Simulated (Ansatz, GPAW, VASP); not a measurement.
# SnTe: programs and potentials compared

```
CELL_PARAMETERS angstrom
0.00000 3.15085 3.15085
3.15085 0.00000 3.15085
3.15085 3.15085 0.00000
ATOMIC_POSITIONS crystal
Te 0.50000 0.50000 0.50000
Sn 0.00000 0.00000 0.00000
```

Alike in all runs: task band structure; functional RPBE; k mesh 7 × 7 × 7; occupations fermi-dirac, width 0.05 eV; no spin polarisation; no spin-orbit coupling. Pressure is positive in compression and, in plane waves, holds the error of the finite cutoff, which Ansatz's Pulay term estimates and takes out. Gaps are the smaller of the mesh's and the band path's.

```csv
program and potentials,plane-wave cutoff (eV),notes,band gap (eV),pressure (GPa)
"Ansatz, Ansatz PAW",420,"potentials made for PBE, which Ansatz adapts in part; 15 valence electrons an atom on average; Pulay term of +0.03 GPa included",0.06,3.66
"Ansatz, all-electron LAPW, scalar-relativistic",-,-,0.07,3.66
"VASP, PBE PAW files Sn_d, Te, 520 eV",520,potentials made for PBE; 10 valence electrons an atom on average,?,?
"GPAW, the program's PAW data sets (release 1.2.1) made for this functional",600,10 valence electrons an atom on average,0.08,3.39
```

Question: Estimate from the other rows what the run with VASP, PBE PAW files Sn_d, Te, 520 eV gave.

Answer: Band gap 0.04 eV; pressure 3.64 GPa. The other rows, which needn't bracket it: band gap 0.06 to 0.08; pressure 3.39 to 3.66.
